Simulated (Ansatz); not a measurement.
# Pd(111) / 3 layers Rh(111) / Pd(111): resistance against film thickness, part 3 of 3

Wanted: interface resistance and thickness dependence for Pd(111) / 3 layers Rh(111) / Pd(111).

Ansatz 0.2.0; Ansatz plane-wave DFT, LDA, PAW files; ballistic transport by layer matching (Landauer), zero bias; PAW set soft_1.

So far. Step 6 (With 10 layers, film layers 10): The conductance of the junction is 9.2e14 S/m², 5.2 % over the 8.7e14 S/m² of the last finished run, within the error estimates, leads' steps apart, of 5.4 and 5.3 %.

## (8) With 5 layers

A repeat with a changed input, to see how far the result depends on it.

This step: Ansatz plane-wave DFT, LDA, PAW files; ballistic transport by layer matching (Landauer), zero bias; changed: hamiltonian.hubbard = {"sites": [{"species": "Pd", "l": "d", "u_eff": 5.0}], "double_counting": "fll"}; PAW set soft_1 (Ansatz 0.2.0).

System of this step: Pd(111) / 5 layers Rh(111) / Pd(111). The cell holds 15 atoms: 10 Pd and 5 Rh. Cell: a = 2.751 Å, b = 2.751 Å, c = 32.952 Å, α = 90.0°, β = 90.0°, γ = 120.0°. It derives from Pd and Rh. Regions: lead, 10 atoms (10 Pd); films, 5 atoms (5 Rh). The structure is stacked along c, and the current runs across the ab planes.

input.yaml reads:

```yaml
crystal:
  lattice:
    - [2.7505039575, 0.0, 0.0]
    - [-1.3752519787, 2.3820063004, 0.0]
    - [0.0, 0.0, 32.9524234013]
  atoms:
    - { symbol: Pd, position: [0.0, 0.0, 0.0340760534] }
    - { symbol: Pd, position: [0.3333333333, 0.6666666667, 0.1022281601] }
    - { symbol: Pd, position: [0.6666666667, 0.3333333333, 0.1703802669] }
    - { symbol: Pd, position: [0.0, 0.0, 0.2385323736] }
    - { symbol: Rh, position: [0.3333333333, 0.6666666667, 0.3044563202] }
    - { symbol: Rh, position: [0.6666666667, 0.3333333333, 0.3681521067] }
    - { symbol: Rh, position: [0.0, 0.0, 0.4318478933] }
    - { symbol: Rh, position: [0.3333333333, 0.6666666667, 0.4955436798] }
    - { symbol: Rh, position: [0.6666666667, 0.3333333333, 0.5592394663] }
    - { symbol: Pd, position: [0.0, 0.0, 0.6251634129] }
    - { symbol: Pd, position: [0.3333333333, 0.6666666667, 0.6933155197] }
    - { symbol: Pd, position: [0.6666666667, 0.3333333333, 0.7614676264] }
    - { symbol: Pd, position: [0.0, 0.0, 0.8296197331] }
    - { symbol: Pd, position: [0.3333333333, 0.6666666667, 0.8977718399] }
    - { symbol: Pd, position: [0.6666666667, 0.3333333333, 0.9659239466] }
kpoints:
  mp_grid: { grid: [16, 16, 1] }
hamiltonian:
  xc: lda
  hubbard: { sites: [{ species: Pd, l: d, u_eff: 5.0 }], double_counting: fll }
  pseudopotentials: { kind: paw, azcp: { folder: soft_1 }, xc_functional: pbe }
scf:
  occupations: { method: fermi_dirac, width: 0.1 }
output:
  transmission:
    leads: [[0, 1]]
    kmesh: [30, 30]
    e_range: [-0.27, 0.27]
    de: 0.036
  write_potential: true
  write_density: true
  volumetric_format: npy
```

Command:

```console
> ansatz run input.yaml --threads 4 --pin off --max-ram 8192MiB --backend cpu --events-out ev --progress --plain --runs-dir out
```

Numbers of over 12 decimals in the logs are rounded to 6 here.

What it wrote:

```text
Pd: projections on atomic orbitals take those of the free atom [Ar 3d10] 4s2 4p6 4d10, of charge +0.00 (hamiltonian.pseudopotentials.projection_atoms); the dataset's partial waves leave at most 9.2e-6 of an orbital's norm unspanned inside its sphere
Rh: projections on atomic orbitals take those of the free atom [Ar 3d10] 4s2 4p6 4d8 5s1, of charge +0.00 (hamiltonian.pseudopotentials.projection_atoms); the dataset's partial waves leave at most 8.6e-6 of an orbital's norm unspanned inside its sphere
Engine: ansatz 0.2.0, aarch64-unknown-linux-gnu
Pseudopotentials: kind: paw
Pseudopotential: Pd, paw, valence charge 18, recommended cutoff 420 eV (normal), soft_1/Pd.paw.azcp
Pseudopotential: Rh, paw, valence charge 17, recommended cutoff 420 eV (normal), soft_1/Rh.paw.azcp
Functional definition: SPW92
  exchange = slater_x
  correlation = pw_c
Crystal: 15 atoms, lattice volume = 215.895 Å³
Basis set: ecut = 420 eV, 4245 PW (Γ)
Bands: 159, of which v1, the nominal top of the filled ones, is band 133 counted from 1 (132 counted from 0)
Symmetry: 12 space group operations
Space group: P-3m1 (ITA 164), of the structure as read, at distance tolerance 6.0e-5 Å
k-points: 30 of 256
Non-local potential: Pd, projectors of the file, l = 0: 2, l = 1: 2, l = 2: 2, l = 3: 1
Non-local potential: Rh, projectors of the file, l = 0: 3, l = 1: 2, l = 2: 2, l = 3: 1
PAW form: soft (Blöchl's): semilocal exchange-correlation on the pseudo side does not see the compensation charge
PAW frozen core: Pd, regenerated for the run's functional, and the local potential with it (the file was generated under x = pbe(κ = 0.804, μ = 0.219515), c = pbe(β = 0.066725))
PAW frozen core: Rh, regenerated for the run's functional, and the local potential with it (the file was generated under x = pbe(κ = 0.804, μ = 0.219515), c = pbe(β = 0.066725))
PAW one-centre angular grid: Pd, 590 points (default); XC on 64 Gauss nodes
PAW one-centre angular grid: Rh, 590 points (default); XC on 64 Gauss nodes
Initial density: superposition of atomic densities (chi_scale 0.1, normalization cell, long waves of neutral atoms (reshape's long-wave potential 8.23 eV rms, cloud 2.81 Å wide))
Initial wavefunctions: pseudopotential atomic-orbital guess
Functional: x = slater, c = lda
SCF iter   1: F=—  HF=-99837.473426 eV  |F-HF|=—  |Δ(HF+E_count)|=         —  Δρ=1.39e-1  dr2=4.49e2  ethr=3.10e-3  ⟨swp⟩=5.1  Hψ=14965  notcnv=0  defer=142
preconditioner: auto → Kerker (q_TF=auto, 2.823 Å⁻¹)  [metal: Δε(μ)=0.001 eV  Ē_g=8.742 eV  σ=0.100 eV  W_gap=0.00  n_scr=94 (ndim 8)  ℏωp=30.4 eV  f_vac=0.000  D(μ)=25.16/eV (n_scr^D=312)]
SCF iter   2: F=—  HF=-99829.566189 eV  |F-HF|=—  |Δ(HF+E_count)|=    7.91e0  Δρ=8.12e-2  dr2=2.12e2  ethr=3.10e-3  ⟨swp⟩=2.0  Hψ=9547  notcnv=0  defer=323
[...]
SCF iter   9: F=—  HF=-99827.004024 eV  |F-HF|=—  |Δ(HF+E_count)|=   2.18e-4  Δρ=5.86e-4  dr2=2.23e-2  ethr=2.86e-6  ⟨swp⟩=1.0  Hψ=4498  notcnv=0  defer=349
SCF iter  10: F=—  HF=-99827.003950 eV  |F-HF|=—  |Δ(HF+E_count)|=   7.49e-5  Δρ=3.42e-4  dr2=1.26e-2  ethr=2.86e-6  ⟨swp⟩=1.0  Hψ=4450  notcnv=0  defer=349
SCF iter  11: F=—  HF=-99827.003931 eV  |F-HF|=—  |Δ(HF+E_count)|=   1.90e-5  Δρ=1.42e-4  dr2=1.27e-3  ethr=2.86e-6  ⟨swp⟩=1.0  Hψ=4421  notcnv=0  defer=349
SCF iter  12: F=—  HF=-99827.003924 eV  |F-HF|=—  |Δ(HF+E_count)|=   6.64e-6  Δρ=8.22e-5  dr2=7.08e-5  ethr=4.81e-7  ⟨swp⟩=1.0  Hψ=4421  notcnv=0  defer=349
SCF iter  13: F=—  HF=-99827.003935 eV  |F-HF|=—  |Δ(HF+E_count)|=   1.10e-5  Δρ=2.75e-5  dr2=6.43e-6  ethr=2.67e-8  ⟨swp⟩=1.0  Hψ=4645  notcnv=0  defer=348
SCF iter  14: F=—  HF=-99827.003935 eV  |F-HF|=—  |Δ(HF+E_count)|=   5.32e-8  Δρ=1.56e-5  dr2=4.61e-6  ethr=2.42e-9  ⟨swp⟩=1.0  Hψ=4421  notcnv=0  defer=348
SCF iter  15: F=—  HF=-99827.003935 eV  |F-HF|=—  |Δ(HF+E_count)|=   1.21e-9  Δρ=6.35e-6  dr2=2.28e-6  ethr=1.74e-9  ⟨swp⟩=1.0  Hψ=4421  notcnv=0  defer=348
SCF iter  16: F=-99827.003935 eV  HF=-99827.003935 eV  |F-HF|=4.99e-8  |Δ(HF+E_count)|=   1.08e-8  Δρ=3.55e-6  dr2=5.76e-8  ethr=3.77e-11  ⟨swp⟩=8.1  Hψ=14240  notcnv=0
SCF 1 converged in 16 iterations: F = -99827.003935 eV  dr2 = 5.76e-8
[...]
SCF converged after 16 iterations
Free energy (F): -99827.003935 eV
Harris-Foulkes:  -99827.003935 eV  (|F-HF|=4.99e-8)
Internal energy: -99826.355755 eV  (E = F + TS)
E sigma→0 (E₀):  -99826.679845 eV
Entropy (-TS):   -0.648180 eV (-43.212 meV/atom)
Fermi energy:    19.109016 eV
--- Per-component energies (eV) ---
  E_band       = -2037.304832
  E_kinetic    = 7201.093147
  E_local      = -25866.719905  (includes V_loc(G=0)·N_el)
  E_nonlocal   = 5301.197322
  E_hartree    = 10165.428746
  E_xc         = -2382.041153
  E_vxc        = -3015.351098  (∫ρ·V_xc dr)
  E_hubbard    = 10.252095  (on-site DFT+U / exact-exchange correction)
  E_vhub       = -218.714377  (the Hubbard potential's part of the band-sum identity)
  E_paw        = -54245.413300  (= ΣΔE_a)
  E_vpaw       = -5769.669451  (= ΣTr[D̂ρ^β])
  E_aug_tail   = 0.002162  (compensation charges beyond the density's cutoff)
  E_ewald      = -40020.074622
  E_core_change = 9.919751  (= ΣΔE_core)
  E_smearing   = -0.648180  (= −TS)
  E_closure    = 0.000000  (closes the sum)
  Σ components = -99827.003935   (vs F -99827.003935, Δ=0.00e0)
--- Band table (eV; the first three rows and the last of 30) ---
  k-point 0: bands = [... 129 lower, 18.0149, 18.1215, 18.1215, 18.3550, 18.3550, 18.3738, 18.4245, 18.4431, ... 22 higher]
  k-point 1: bands = [... 129 lower, 18.0479, 18.0647, 18.1318, 18.2009, 18.2059, 18.2948, 18.3097, 18.4477, ... 22 higher]
  k-point 2: bands = [... 129 lower, 17.8518, 17.8584, 17.9735, 18.0762, 18.2167, 18.3043, 18.3993, 18.5350, ... 22 higher]
  k-point 29: bands = [... 129 lower, 18.9381, 19.1110, 19.3266, 19.4513, 19.4532, 19.6145, 24.4530, 24.9971, ... 22 higher]
Occupation matrices written to <dir>
Error: transmission: the Hubbard projectors reach 11.4 Å along the current, further than the layers of crystal 0 that repeat its middle period. If it is a lead, lay that much of it and a period more on either side. If it is a film or a barrier, name the leads in `output.transmission.leads`
```

The job ended after 26 s (4 threads of Arm Neoverse V1, shared host; peak memory 1.6 GiB).

The run ended with an error after its SCF cycle had converged; no result of it is taken.

The program's message: “Error: transmission: the Hubbard projectors reach 11.4 Å along the current, further than the layers of crystal 0 that repeat its middle period. If it is a lead, lay that much of it and a period more o …”

## (9) What came out

```yaml
area_resistance_3_layers: 0.466 fΩ m²
area_resistance_5_layers: 0.511 fΩ m²
area_resistance_6_layers: 0.410 fΩ m²
area_resistance_8_layers: 0.528 fΩ m²
area_resistance_10_layers: 0.478 fΩ m²
```

The stack adds 0.47 fΩ m² with 3 layers and 0.48 fΩ m² with 10. From 5 layers on no step exceeds the two runs' error estimates together, as expected where only the two interfaces scatter; half the mean, 0.24 fΩ m², is a rough coherent figure for one interface. Atoms sit on ideal sites and aren't relaxed. The program's error estimates for the conductances, leads' steps apart, run from 5.3 to 8.1 %. Rh(111) is stretched by 2.3 % in plane to fit Pd(111), at its own atomic volume.

[Logs are printed without paths, hosts, clocks, repeated set-up lines and the standing remarks that a program may print on its own settings, such as how far it seeks lower states.]

[Hosts, paths, dates, database ids (printed as entryN), source tags and the programs' standing remarks are cut or masked in the printed files.]
